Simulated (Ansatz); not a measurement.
## Compressing CuI: a fit and a missing row

CuI, F-43m, a = 6.078 Å. Ansatz: PBE, PAW, 420 eV, Γ-centred 8×8×8 mesh on 2 atoms, Gaussian smearing 0.02 eV; no spin polarisation. Symmetry fixes shape and atoms, so the cell is only scaled; pressure is positive in compression.

```tsv
V (Å³/atom)	P (GPa)
26.383	?
27.225	1.31
28.067	0.02
28.909	-1.05
29.751	-1.93
```

Q: Take V0 = 28.067 Å³/atom, count pressures from its P0 = 0.02 GPa, fit the third-order Birch–Murnaghan form to the other rows, and predict the missing pressure.

A: With the Eulerian strain f = ½[(V0/V)^(2/3) − 1] and y = (P − P0)/[3f(1 + 2f)^(5/2)], the form is the line y = B0 + 1.5 B0 (B0′ − 4) f. Rows (f, y): 0.01026, 39.8; -0.00976, 38.4; -0.01905, 37.6. Means f = -0.006183, y = 38.600; Σ(Δf)² = 0.0004487, ΣΔfΔy = 0.03331; the slope is their ratio. y = 39.06 + 74.24 f GPa, so B0 = 39.1 GPa and B0′ = 4 + 2 × (74.24)/(3 × 39.06) = 5.27. At V = 26.383, f = 0.02106, y = 40.62 and P = 2.87 GPa. The run gave 2.86 GPa, so the fit is 0.01 GPa too high, a small miss on the scale of the series. The form still works here, 33 % of the fitted range beyond its end.